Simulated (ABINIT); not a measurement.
Ta in ABINIT: the effect of functional

Crystal: Ta.

```
CELL_PARAMETERS angstrom
2.90037 0.00000 0.00000
-1.45019 2.51180 0.00000
0.00000 0.00000 5.16627
ATOMIC_POSITIONS crystal
Ta 0.33333 0.66667 0.25000
Ta 0.66667 0.33333 0.75000
```

This isn't the form of Ta at room conditions, which is bcc.

Alike in all runs:

```yaml
Program: ABINIT 10.8.3 (patched build)
Task: single point
Potentials_or_basis: JTH PAW PBE v2.0
Cutoff: 626 eV
k_mesh: 11 × 11 × 5
Occupations: fermi-dirac, width 0.05 eV
Spin: no spin polarisation
```

```tsv
functional	pressure (GPa)
LDA	-12.2
PBEsol	-7.6
RPBE	1.7
BLYP	4.5
AM05	-8.3
r2SCAN	?
SCAN	-8.2
revPBE	0.8
PW91	-1.8
WC	-6.8
```

Question: What does the run with functional r2SCAN give?

Answer: Pressure -3.6 GPa.

Caveats: the PAW data sets were made with another functional, which shifts forces and pressure a little.

Runs at the PBE level aren't shown here.
